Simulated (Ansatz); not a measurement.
Input and command of a plane-wave DFT calculation in Ansatz:

```yaml
crystal:
  lattice:
    - [4.4012372926, 0.0, 0.0]
    - [0.0, 4.4012372926, 0.0]
    - [0.0, 0.0, 4.4012372926]
  atoms:
    - { symbol: Al, position: [0.5, 0.5199373414, 0.0] }
    - { symbol: Al, position: [0.5, 0.0681626506, 0.5] }
    - { symbol: Al, position: [0.0, 0.5199373414, 0.5] }
    - { symbol: Ga, position: [0.0, -0.0576827834, 0.0] }
    - { symbol: "N", position: [0.7259475163, 0.7642126266, 0.2740524837] }
    - { symbol: "N", position: [0.7629688041, 0.2752963062, 0.7629688041] }
    - { symbol: "N", position: [0.2740524837, 0.7642126266, 0.7259475163] }
    - { symbol: "N", position: [0.2370311959, 0.2752963062, 0.2370311959] }
basis:
  ecutwfc: 500
kpoints:
  mp_grid: { grid: [6, 6, 6] }
hamiltonian:
  xc: r2scan
scf:
  occupations: { method: gaussian, width: 0.05 }
output:
  forces: true
  stress: true
  eigenvalues: true
```

```bash
ansatz run input.yaml --threads 2 --pin off --max-ram 5120MiB --backend cpu --events-out ev --progress --plain --runs-dir out
```

Processor: Arm Neoverse V1, 2 threads, on a host shared with other jobs.

Problem. Estimate time, memory and problem size.

Solution. About 18 s on 2 threads of Arm Neoverse V1 (shared host), peak memory 0.55 GiB. It solves 29 bands at 52 k points (the mesh reduced by symmetry) with about 2109 plane waves, in 8 SCF iterations.
